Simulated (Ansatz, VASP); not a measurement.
One calculation of Tl, two programs

File INCAR:

```
SYSTEM = Tl
PREC = Accurate
ENCUT = 520
EDIFF = 1E-7
ISMEAR = -1
SIGMA = 0.05
LREAL = .False.
LASPH = .True.
NELM = 80
ALGO = Normal
ISIF = 2
LWAVE = .False.
LCHARG = .False.
NBANDS = 20
```

File KPOINTS:

```
regular mesh
0
Gamma
  11 11 6
  0 0 0
```

Contents of POSCAR:

```
Tl
1.0
    3.4328030378      0.0000000000      0.0000000000
   -1.7164015189      2.9728946369      0.0000000000
    0.0000000000      0.0000000000      5.4879183458
Tl
2
Direct
    0.3333333333      0.6666666667      0.2500000000
    0.6666666667      0.3333333333      0.7500000000
```

Input for Ansatz:

```yaml
crystal:
  lattice:
    - [3.4328030378, 0.0, 0.0]
    - [-1.7164015189, 2.9728946369, 0.0]
    - [0.0, 0.0, 5.4879183458]
  atoms:
    - { symbol: Tl, position: [0.3333333333, 0.6666666667, 0.25] }
    - { symbol: Tl, position: [0.6666666667, 0.3333333333, 0.75] }
kpoints:
  mp_grid: { grid: [11, 11, 6] }
  band_path:
    path:
      - [0.0, 0.0, 0.0]
      - [0.5, 0.0, 0.0]
      - [0.3333333333, 0.3333333333, 0.0]
      - [0.0, 0.0, 0.0]
      - [0.0, 0.0, 0.5]
      - [0.5, 0.0, 0.5]
      - [0.3333333333, 0.3333333333, 0.5]
      - [0.0, 0.0, 0.5]
      - [0.5, 0.0, 0.5]
    npoints: 5
scf:
  occupations: { method: fermi_dirac, width: 0.05 }
hamiltonian:
  xc: lda
  pseudopotentials: { kind: all_electron, lapw: { basis_error: 0.0005 } }
output:
  forces: true
  stress: true
  eigenvalues: true
```

Change from the starting cell: volume scaled by 0.98.

Alike in both runs: task single point; functional LDA; k mesh 11 × 11 × 6; occupations fermi-dirac, width 0.05 eV; no spin polarisation.

```csv
,VASP,Ansatz
version,VASP 6.6.1,Ansatz 0.2.0
potentials or method,"VASP PAW LDA potentials, release 64 (Tl_d)","all-electron LAPW, scalar-relativistic"
plane-wave cutoff (eV),520,see its input
```

VASP gave:

- pressure (GPa): -1.0
- largest component of the traceless stress (GPa): 0.12

Estimate Ansatz's values.

pressure (GPa): -1.1; largest component of the traceless stress (GPa): 0.07.

Ansatz ran all-electron here, so the differences hold the error of VASP's frozen core and of both bases.

Spin-orbit coupling is left out, which matters for the levels of Tl.
